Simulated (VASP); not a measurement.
# GaP: single point with PBE

**What was measured.**

From “Stacking defects in GaP nanowires: Electronic structure and optical properties”, 2018, arxiv:1810.01194, for a bulk crystal of GaP at 10 K: band gap 2.34 eV (indirect).

GaP:

```
CELL_PARAMETERS angstrom
0.00000 2.72525 2.72525
2.72525 0.00000 2.72525
2.72525 2.72525 0.00000
ATOMIC_POSITIONS crystal
Ga 0.00000 0.00000 0.00000
P 0.75000 0.75000 0.75000
```

```
Program                : VASP 6.6.1
Task                   : single point
Functional             : PBE
Potentials or basis    : VASP PAW PBE potentials, release 64 (Ga_d, P)
Cutoff                 : 520 eV
k mesh                 : 8 × 8 × 8
Occupations            : gaussian, width 0.011 eV
Spin                   : no spin polarisation
Further INCAR settings : ALGO = Normal; EDIFF = 1e-07
```

```json
{"Pressure": "2.5 GPa", "Band gap on the k mesh": "1.64 eV, indirect (least direct gap 1.83 eV)"}
```

Levels at points of the mesh, in eV from the valence-band top:
```tsv
k point	band 5	band 6	band 7	band 8	band 9	band 10	band 11	band 12	band 13
(0.00, 0.00, 0.00)	-14.45	-12.49	0.00	0.00	0.00	1.83	3.89	3.89	3.89
(0.50, 0.00, 0.00)	-14.44	-10.43	-6.63	-1.12	-1.12	1.67	4.72	4.72	8.29
(0.50, 0.50, 0.00)	-14.43	-9.53	-6.75	-2.68	-2.68	1.65	1.82	10.60	10.60
```

Run time: 17 s on 1 thread of Intel(R) Xeon(R) Platinum 8488C (Sapphire Rapids), on a shared host, peak memory 0.16 GiB.

A measured gap of GaP is 2.34 eV (indirect; 10 K; quoted in “Stacking defects in GaP nanowires: Electronic structure and optical properties”, 2018, arxiv:1810.01194); the calculated 1.64 eV misses it by -0.70 eV. Spin-orbit coupling on Ga is left out. The value is that of PBE on a finite k mesh, which can miss the band edges, without temperature or zero-point motion. Semilocal functionals fall short of measured gaps as a rule.
